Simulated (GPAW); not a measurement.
# GaN (P6_3mc) in GPAW: settings compared, part 2 of 2

GPAW 26.7.0. The steps go on from the part before.

## (4) Relaxation of cell and atoms, revPBE+D3(BJ)

The input, run.py:

```python
from ase.calculators.mixing import SumCalculator
from ase.filters import FrechetCellFilter
from ase.io import write
from ase.optimize import BFGS
from ase.spacegroup import crystal
from dftd3.ase import DFTD3
from gpaw import GPAW, PW

# Ga 2b
# N 2b
atoms = crystal(['Ga', 'N'],
                basis=[[0.6666666667, 0.3333333333, 0.5],
                       [0.6666666667, 0.3333333333, 0.875]],
                spacegroup=186, setting=1,  # P6_3mc
                cellpar=[3.18, 3.18, 5.166, 90.0, 90.0, 120.0],
                primitive_cell=True)

calc = GPAW(mode=PW(800),
            xc='revPBE',
            kpts={'size': (7, 7, 4), 'gamma': True},
            occupations={'name': 'fermi-dirac', 'width': 0.05},
            nbands=18,
            convergence={'density': 1e-05, 'energy': 1e-05},
            maxiter=150,
            txt='gpaw.txt')
atoms.calc = SumCalculator([calc, DFTD3(method='revpbe', damping='d3bj')])
opt = BFGS(FrechetCellFilter(atoms), trajectory='relax.traj', logfile='-')
done = opt.run(fmax=0.02, steps=40)
calc.write('gs.gpw')
write('result.traj', atoms)
print('Converged:', done)
print('Cell:', atoms.cell.cellpar().round(4))
print('Volume:', round(atoms.get_volume(), 4))
print(atoms.get_scaled_positions().round(5))
```

Potentials or basis: the program's PAW data sets (release 1.2.1) made for this functional, pw.

Command:

```bash
$ OMP_NUM_THREADS=1 python run.py
```

Run time: 2 min. Hardware: 1 thread of Arm Neoverse V1, shared host; peak memory 0.26 GiB.

The run converged. Its results:

- Free energy: -24.7739 eV
- Relaxed volume: 11.89 Å³/atom
- Relaxed cell: a = 3.232 Å, b = 3.232 Å, c = 5.258 Å, α = 90.00°, β = 90.00°, γ = 120.00°
- Space group after relaxing (to 0.05 Å): P6_3mc (No. 186)
- Energy gained by relaxing: 21.5 meV/atom
- Ionic steps: 6
- Pressure after relaxing: -0.1 GPa
- Largest force after relaxing: 0.004 eV/Å
- Band gap on the k mesh: 1.77 eV, direct
- Dispersion energy per atom: -0.470 eV

Forces on the atoms (eV/Å):
```
Ga   0.000  0.000  0.003
Ga   0.000  0.000  0.003
N    0.000  0.000 -0.004
N    0.000  0.000 -0.004
```

Step by step:
```tsv
step	energy change (eV)	largest force (eV/Å)	pressure (GPa)	volume (Å³)
1	0.0000	0.1804	10.89	45.24
2	-0.0263	0.0819	8.92	45.62
3	-0.0826	0.1237	1.25	47.26
4	-0.0850	0.0865	0.28	47.49
5	-0.0858	0.0284	-0.09	47.59
6	-0.0858	0.0038	-0.05	47.57
```

Final structure:
```cif
data_structure
_symmetry_space_group_name_H-M 'P 1'
_symmetry_Int_Tables_number 1
_cell_length_a 3.2324
_cell_length_b 3.2324
_cell_length_c 5.2577
_cell_angle_alpha 90.000
_cell_angle_beta 90.000
_cell_angle_gamma 120.000
_cell_volume 47.57
loop_
_atom_site_label
_atom_site_type_symbol
_atom_site_fract_x
_atom_site_fract_y
_atom_site_fract_z
_atom_site_occupancy
Ga1 Ga 0.66667 0.33333 0.49902 1
Ga2 Ga 0.33333 0.66667 0.99902 1
N1 N 0.66667 0.33333 0.87597 1
N2 N 0.33333 0.66667 0.37596 1
```

Levels at points of the mesh, in eV from the valence-band top:
```
           k point  band 4  band 5  band 6  band 7  band 8  band 9  band 10  band 11  band 12  band 13
(0.00, 0.00, 0.00)   -0.98   -0.98   -0.02    0.00    0.00    1.77     4.12     9.13     9.78     9.78
(0.00, 0.00, 0.50)   -3.82   -0.50   -0.50   -0.50   -0.50    4.12     4.12     8.41     8.41    10.28
```

Caveat: the data sets keep Ga 3d, Li 1s and Be 1s frozen, and some such compounds lay over 1.5 % in volume off other programs; later steps reuse the first step's grids. Zero-point motion and thermal expansion aren't in these numbers.

## (5) Single point, r2SCAN

The input, run.py:

```python
from ase.dft.bandgap import bandgap
from ase.io import write
from ase.spacegroup import crystal
from ase.units import GPa
from gpaw import GPAW, PW

# Ga 2b
# N 2b
atoms = crystal(['Ga', 'N'],
                basis=[[0.6666666667, 0.3333333333, 0.5],
                       [0.6666666667, 0.3333333333, 0.875]],
                spacegroup=186, setting=1,  # P6_3mc
                cellpar=[3.18, 3.18, 5.166, 90.0, 90.0, 120.0],
                primitive_cell=True)

calc = GPAW(mode=PW(650),
            xc='MGGA_X_R2SCAN+MGGA_C_R2SCAN',
            kpts={'size': (8, 8, 4), 'gamma': True},
            occupations={'name': 'fermi-dirac', 'width': 0.05},
            nbands=18,
            convergence={'density': 1e-05, 'energy': 1e-05},
            maxiter=80,
            txt='gpaw.txt')
atoms.calc = calc
energy = atoms.get_potential_energy()
forces = atoms.get_forces()
stress = atoms.get_stress()
calc.write('gs.gpw')
write('result.traj', atoms)
print(f'Energy: {energy:.6f} eV')
print('Forces (eV/A):')
print(forces.round(4))
print('Stress (GPa):', (stress / GPa).round(3))
print('Fermi level:', round(calc.get_fermi_level(), 4), 'eV')
print(f'Gap: {bandgap(calc)[0]:.4f} eV, direct: {bandgap(calc, direct=True)[0]:.4f} eV')
```

Potentials or basis: GPAW PAW data sets (gpaw-data 1.2.1), pw.

Command:

```bash
$ OMP_NUM_THREADS=1 python run.py
```

It took 34 s on 1 thread of Arm Neoverse V2, shared host; peak memory 0.22 GiB.

It converged, with:

| Item | Value |
| --- | --- |
| Free energy | -41.1080 eV |
| Pressure | 4.3 GPa |
| Largest force | 0.183 eV/Å |
| Band gap on the k mesh | 2.54 eV, direct |

Forces on the atoms (eV/Å):
```
Ga   0.000  0.000 -0.183
Ga   0.000  0.000 -0.183
N    0.000  0.000  0.181
N    0.000  0.000  0.181
```

Stress tensor (GPa, compression positive):
```
3.56 0.00 0.00
0.00 3.56 0.00
0.00 0.00 5.72
```

Levels at points of the mesh, in eV from the valence-band top:
```tsv
k point	band 6	band 7	band 8	band 9	band 10	band 11
(0.00, 0.00, 0.00)	-0.06	0.00	0.00	2.54	4.98	10.13
(0.00, 0.00, 0.50)	-0.56	-0.56	-0.56	4.94	4.94	9.35
(0.50, 0.50, 0.00)	-2.81	-2.31	-1.00	5.66	6.27	6.70
(0.50, 0.50, 0.50)	-1.99	-1.97	-1.97	5.00	5.00	8.58
```

Caveat: the cutoff is short for stress and forces, so pressures can be off by a GPa or more; the data sets keep Ga 3d, Li 1s and Be 1s frozen, and some such compounds lay over 1.5 % in volume off other programs; the PAW data sets were made with another functional, which shifts forces and pressure a little.

## (6) The runs side by side

| task | level | potentials or basis | cell | k mesh | cutoff (eV) | maxiter | optimizer | fmax | max steps | other keys | gap on the mesh (eV) | pressure (GPa) | largest force (eV/Å) |
| --- | --- | --- | --- | --- | --- | --- | --- | --- | --- | --- | --- | --- | --- |
| single point | PBE | GPAW PAW data sets (gpaw-data 1.2.1), pw | as given | 7 × 7 × 4 | 700 | 60 | - | - | - | several, not listed | 2.08 | 13.8 | 0.18 |
| relaxation of cell and atoms | revPBE+D3(BJ) | the program's PAW data sets (release 1.2.1) made for this functional, pw | relaxed | 7 × 7 × 4 | 800 | 150 | BFGS | 0.02 eV/Å | 40 | - | 1.77 | -0.1 | - |
| single point | r2SCAN | GPAW PAW data sets (gpaw-data 1.2.1), pw | as given | 8 × 8 × 4 | 650 | 80 | - | - | - | - | 2.54 | 4.3 | 0.18 |

Alike in all rows: no spin polarisation; smearing fermi-dirac 0.05 eV.

Caveats: the data sets keep Ga 3d, Li 1s and Be 1s frozen, and some such compounds lay over 1.5 % in volume off other programs; the cutoff is short for stress and forces, so pressures can be off by a GPa or more (some runs); later steps reuse the first step's grids (some runs); the PAW data sets were made with another functional, which shifts forces and pressure a little (some runs).

Total energies depend on the potentials used, so only differences within one code and one set of settings carry meaning.

## (7) Against experiment

Step 5. Against the measured gap of GaN, 3.503 eV (direct; quoted in “Studying electronic properties in GaN without electrical contacts using γ-γ vs e−-γ Perturbed Angular Correlations”, 2019, pmc:6823545), the calculated 2.54 eV is off by -0.96 eV. Spin-orbit coupling on Ga is left out. The value is that of r2SCAN, without temperature or zero-point motion.
